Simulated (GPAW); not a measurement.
Runs of GPAW 26.7.0 on Ge. Symmetry: Fd-3m, No. 227, cubic system. The conventional cell has a = 5.658 Å, b = 5.658 Å, c = 5.658 Å, α = 90.00°, β = 90.00°, γ = 90.00°. Around Ge (site symmetry -43m) lie 4 Ge at 2.45 Å. 

| task | level | potentials or basis | k mesh | response ecut | response k mesh | response bands | kernels | coarser k mesh | mesh quality | gap on the mesh (eV) |
| --- | --- | --- | --- | --- | --- | --- | --- | --- | --- | --- |
| dielectric tensor | PBEsol | PAW data sets generated in the run's folder for this functional, pw | 7 × 7 × 7 | 80 eV | 21 × 21 × 21 | 24 | ["RPA"] | 21 × 21 × 21 | not flagged | (a) |
| dielectric tensor | LDA | the program's PAW data sets (release 1.2.1) made for this functional, pw | 7 × 7 × 7 | 80 eV | 21 × 21 × 21 | 24 | ["RPA"] | 21 × 21 × 21 | not flagged | none |
| dielectric tensor | RPBE | the program's PAW data sets (release 1.2.1) made for this functional, pw | 7 × 7 × 7 | 80 eV | 21 × 21 × 21 | 24 | ["RPA"] | 21 × 21 × 21 | not flagged | 0.20 |
| dielectric tensor | AM05 | PAW data sets generated in the run's folder for this functional, pw | 7 × 7 × 7 | 80 eV | 21 × 21 × 21 | 24 | ["RPA"] | 21 × 21 × 21 | not flagged | 0.08 |

Alike in all rows: no spin polarisation; cell as given; cutoff (eV) 450; smearing fermi-dirac 0.001 eV.

Task: Fill in the values left out.

Result: (a) 0.04.

Caveats: the long-wavelength limit can be off by a per cent or two; the gap is small at this level, which inflates the dielectric constant (some runs); an odd mesh through Γ misses points on the zone boundary, where band edges often lie (some runs).

A k mesh can miss the band edges, and the runs leave out spin-orbit coupling on Ge.

A gap of «none» marks a metal or a gap under the smearing width.

Runs at the PBE level aren't shown here.
